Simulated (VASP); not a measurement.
**CdSe in VASP: one cell, several levels of theory**

What does VASP give for CdSe built on the zincblende prototype, under +1.0 % equal strain in all directions, the cell held fixed? Runs: PBE, r2SCAN.

Program: VASP 6.6.1. PAW datasets, plane waves. (Simulation; spin polarisation is off.)

### 1 The system as given

The cell comes from an earlier relaxation with r2SCAN in another program.

It is cubic, F-43m (No. 216); a = 6.197 Å in the conventional setting, 29.75 Å³ an atom. Cd has 4 Se at 2.68 Å; Se has 4 Cd at 2.68 Å.

Structure file:

```
CELL_PARAMETERS angstrom
0.00000 3.09846 3.09846
3.09846 0.00000 3.09846
3.09846 3.09846 0.00000
ATOMIC_POSITIONS crystal
Cd 0.00000 0.00000 0.00000
Se 0.25000 0.25000 0.25000
```

### 2 Single point with PBE

The input, INCAR:

```
ENCUT = 520.000000
SIGMA = 0.020000
EDIFF = 1.00e-07
GGA = PE
PREC = Accurate
IBRION = -1
ISIF = 2
ISMEAR = -1
NBANDS = 16
NELM = 120
NSW = 0
LASPH = .TRUE.
LCHARG = .FALSE.
LWAVE = .FALSE.
LREAL = .FALSE.
```

The input, KPOINTS:

```
KPOINTS created by Atomic Simulation Environment
0
Gamma
8 8 8
0 0 0
```

The input, KPOINTS_OPT:

```
special points
6
Reciprocal
0.0000000000 0.0000000000 0.0000000000 1
-0.5000000000 -0.5000000000 0.0000000000 1
-0.3750000000 -0.3750000000 0.2500000000 1
-0.3750000000 0.0000000000 0.3750000000 1
0.0000000000 0.0000000000 0.5000000000 1
-0.5000000000 -0.2500000000 0.2500000000 1
```

The input, POSCAR:

```
Cd Se
 1.0000000000000000
     0.0000000000000000    3.0984587751000001    3.0984587751000001
     3.0984587751000001    0.0000000000000000    3.0984587751000001
     3.0984587751000001    3.0984587751000001    0.0000000000000000
 Cd  Se
   1   1
Cartesian
  0.0000000000000000  0.0000000000000000  0.0000000000000000
  1.5492293875500001  1.5492293875500001  1.5492293875500001
```

The run uses the recommended PBE PAW datasets (18 valence electrons a neutral cell).

On the command line:

```
> mpirun -np 1 vasp_std
```

### 3 r2SCAN at this geometry

The input, INCAR:

```
ENCUT = 520.000000
SIGMA = 0.010000
EDIFF = 1.00e-07
ALGO = Normal
METAGGA = R2SCAN
PREC = Accurate
IBRION = -1
ISIF = 2
ISMEAR = 0
NBANDS = 16
NELM = 120
NSW = 0
LASPH = .TRUE.
LCHARG = .TRUE.
LELF = .TRUE.
LWAVE = .FALSE.
LREAL = .FALSE.
```

KPOINTS is that of step 2.

KPOINTS_OPT is that of step 2.

POSCAR is that of step 2.

Q: Predict the outcome of this session. Wanted: for each run, gap; pressure.

**Answer**, as computed:

| level | gap (eV) | pressure (GPa) |
| --- | --- | --- |
| PBE | 0.49 | 0.22 |
| r2SCAN | 0.96 | -1.27 |

The gap runs from 0.49 eV (PBE) to 0.96 eV (r2SCAN). At this one volume the pressure spans -1.3 GPa (r2SCAN) to 0.2 GPa (PBE): PBE wants the largest cell and r2SCAN the smallest.
